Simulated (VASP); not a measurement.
Here is a VASP 6.6.1 calculation.

File INCAR:

```
SYSTEM = C
ALGO     = Normal         ! electronic algorithm
EDIFF    = 1E-6           ! SCF threshold, eV
EDIFFG   = -0.01          ! ionic threshold
ENCUT    = 600            ! plane-wave cutoff, eV
GGA      = PE             ! functional
IBRION   = 2              ! ionic algorithm
ISIF     = 3              ! what is computed and relaxed
ISMEAR   = 0              ! smearing method
IVDW     = 12             ! dispersion correction
LASPH    = .TRUE.         ! aspherical terms in the spheres
LATTICE_CONSTRAINTS= .TRUE. .TRUE. .FALSE.
LCHARG   = .FALSE.        ! write CHGCAR
LREAL    = .FALSE.        ! projectors in reciprocal space
LWAVE    = .FALSE.        ! write WAVECAR
NELM     = 80             ! most SCF steps
NSW      = 90             ! ionic steps
PREC     = Accurate       ! precision mode
SIGMA    = 0.03           ! smearing width, eV
```

Contents of KPOINTS:

```
k-points
0
G
  15 15 1
  0 0 0
```

POSCAR

```
C
1.0
    2.4700000000      0.0000000000      0.0000000000
   -1.2350000000      2.1390827500      0.0000000000
    0.0000000000      0.0000000000     18.0339500000
C
2
Direct
    0.0000000000      0.0000000000      0.4990587200
    0.6666666700      0.3333333300      0.5009412800
```

Potentials or basis: VASP PAW PBE potentials, release 64 (C).

Run with:

```bash
$ cat potpaw_PBE.64/C/POTCAR > POTCAR
$ mpirun -np 1 vasp_std > vasp.out
```

(1) What does it give for the relaxed cell?

(2) Predict the space group after relaxing (to 0.05 Å).

(3) Predict the band gap on the k mesh.

Results:

(1) a = 2.466 Å, b = 2.466 Å, c = 18.034 Å, α = 90.00°, β = 90.00°, γ = 120.00°.

(2) P6/mmm (No. 191).

(3) none (metal or under the smearing width).
